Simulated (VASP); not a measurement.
Wanted: the native input for a VASP 6.6.1 run.

* Task: relaxation of cell and atoms
* Functional: PBE
* Dispersion: D3(BJ)
* Potentials or basis: VASP PAW PBE potentials, release 64 (Ca_sv, O)
* Cutoff: 600 eV
* k mesh: 10 × 10 × 10
* Occupations: gaussian, width 0.03 eV
* Spin: no spin polarisation
* Further INCAR settings: ALGO = Normal; EDIFF = 1e-07; IBRION = 2; EDIFFG = -0.005; NSW = 90; ISIF = 3

The structure of CaO (Lime) lies in POSCAR:

```
CaO                                     
1.0
    0.0000000000      2.3952843544      2.3952843544
    2.3952843544      0.0000000000      2.3952843544
    2.3952843544      2.3952843544     -0.0000000000
  Ca              O             
     1     1
Direct
     0.0000000000000000    0.0000000000000000    0.0000000000000000
     0.5000000000000000    0.5000000000000000    0.5000000000000000
```

One way to write it, as run:

INCAR

```
ALGO = Normal
EDIFF = 1E-7
EDIFFG = -0.005
ENCUT = 600
GGA = PE
IBRION = 2
ISIF = 3
ISMEAR = 0
IVDW = 12
LASPH = T
LCHARG = F
LREAL = F
LWAVE = F
NELM = 80
NSW = 90
PREC = Accurate
SIGMA = 0.03
```

KPOINTS

```
k-points
0
Gamma
  10 10 10
```

Potentials or basis: VASP PAW PBE potentials, release 64 (Ca_sv, O).

The run is started by

```console
$ cat potpaw_PBE.64/Ca_sv/POTCAR potpaw_PBE.64/O/POTCAR > POTCAR
$ mpirun -np 1 vasp_std > vasp.out
```

It gave:

The pressure after relaxing is 0.0 GPa and the band gap on the k mesh is 3.63 eV, indirect (least direct gap 4.01 eV). The dispersion energy per atom is -0.275 eV.

Caveat: the relaxation stopped at its first step, so nothing moved.

Wall time 12 s on 1 thread of AMD EPYC 9R45 96-Core Processor (Zen 5) (shared host), peak memory 0.15 GiB.
